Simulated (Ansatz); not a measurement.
# Migration of N in Ta

All numbers below come from DFT PBE, scalar-relativistic, plane waves, PAW in Ansatz 0.2.0. (420 eV cutoff, 4×4×4 k-mesh, shifted by half a step, Gaussian smearing of 0.10 eV, no spin polarisation)

Host crystal, relaxed:

```yaml
crystal:
  lattice:
    - [-1.65953, 1.65953, 1.65953]
    - [1.65953, -1.65953, 1.65953]
    - [1.65953, 1.65953, -1.65953]
  atoms:
    - { symbol: Ta, position: [0.00000, 0.00000, 0.00000] }
```

In a supercell of 16 host sites, interstitial N hops to an equivalent place, moving 1.66 Å between the relaxed ends. Climbing-image nudged elastic band at fixed cell with images 0 (start) to 6 (end), the path measured over all atoms, converged to 0.05 eV/Å; the order of the saddle wasn't checked, and the small cell leaves errors of about a tenth of an eV.

Supercell rows in host cell vectors: 0 2 2; 2 0 2; 2 2 0. N was set at (0.250, 0.500, 0.750) of the host cell.

At the relaxed start N has 2 Ta at 1.96 Å, 4 Ta at 2.27 Å.

A cell with an odd number of electrons and no spin polarisation is a metal by construction and may be lower with spin. Spin-orbit coupling is left out, which matters for the bands and energies of heavy elements.

Problem. What barrier does the band give, and what surrounds the atom at the top?

Solution. 1.03 eV at image 3, where N has 4 Ta at 2.00 Å, 4 Ta at 3.05 Å.

Cost: 1 run of about 74 core-minutes, on Arm Neoverse V1 (shared hosts).